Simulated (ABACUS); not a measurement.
The system is Tl.

```
Tl
1.0
     3.45600    0.00000    0.00000
    -1.72800    2.99298    0.00000
     0.00000    0.00000    5.52500
Tl
2
Cartesian
  1.7280 0.9977 4.1438
  0.0000 1.9953 1.3813
```

Base run:

| Property | Result |
| --- | --- |
| Program | ABACUS 3.10.1 |
| Functional | PBE |
| Potentials or basis | PseudoDojo NC SR 0.4.1 PBE standard |
| Cutoff | 830 eV |
| Density cutoff | 3320 eV |
| Basis | plane waves |
| k mesh | 9 × 9 × 5 |
| Occupations | fermi-dirac, width 0.05 eV |
| Spin | no spin polarisation |

Its results: band gap on the k mesh none (metal or under the smearing width); pressure 3.3 GPa.

The run is repeated on the same cell with these changes: cutoff from 830 eV to 1361 eV; density cutoff from 3320 eV to 5442 eV; basis from plane waves to DZP LCAO (the cutoffs set its grid). What comes out?

Band gap on the k mesh none (metal or under the smearing width); pressure 4.5 GPa.

Caveats: the atomic orbitals were generated for these runs and aren't a published set (some runs); the basis of atomic orbitals isn't converged, which shifts pressures, moduli and gaps (some runs).

Not every run made on this cell is shown here.
